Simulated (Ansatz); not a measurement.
Lattice dynamics at Γ of KI (Pm-3m)

Perturbation theory with PBEsol in the plane-wave code Ansatz on the PBEsol cell, ground state and force constants on a 6×6×6 mesh. Spin-unpolarised throughout; all numbers are computed.

It is cubic, Pm-3m (No. 221); a = 4.229 Å in the conventional setting, 37.83 Å³ an atom. K is surrounded by 8 I at 3.66 Å; I is surrounded by 8 K at 3.66 Å.

```xyz
2
Lattice="4.2294 0.0000 0.0000 0.0000 4.2294 0.0000 0.0000 0.0000 4.2294" Properties=species:S:1:pos:R:3 pbc="T T T"
K     0.0000    0.0000    0.0000
I     2.1147    2.1147    2.1147
```

Optical modes without the longitudinal term:
```json
{"ω (cm⁻¹)": "75", "degeneracy": "3", "IR intensity, summed over the level ((D/Å)²/amu)": "3.58"}
```

The optical mode at Γ lies at 75 cm⁻¹ without the longitudinal term. With the long-range field the highest mode reaches 125 cm⁻¹. By the program's warning the force constants, and with them frequencies and ε⁰, aren't converged on this mesh.

ε∞: 3.39 in all directions. With the ions relaxed, ε⁰ is 9.3 in all directions. Born charges, averaged over directions: K +1.24, I -1.24 e.

With one polar mode in a cubic crystal the Lyddane-Sachs-Teller relation applies: (ω_LO/ω_TO)² = (124.8/75.3)² = 2.749, and ε⁰/ε∞ = 9.325/3.392 = 2.749. The refractive index √ε∞ is 1.84.

For comparison, on the r2SCAN cell the mean ε∞ is 3.06 with r2SCAN (ground state on 6×6×6; least gap 4.04 eV), 3.26 with PBE (ground state on 6×6×6; least gap 3.33 eV).

Spin-orbit coupling is left out, which matters wherever the heavy atoms make up the band edges.
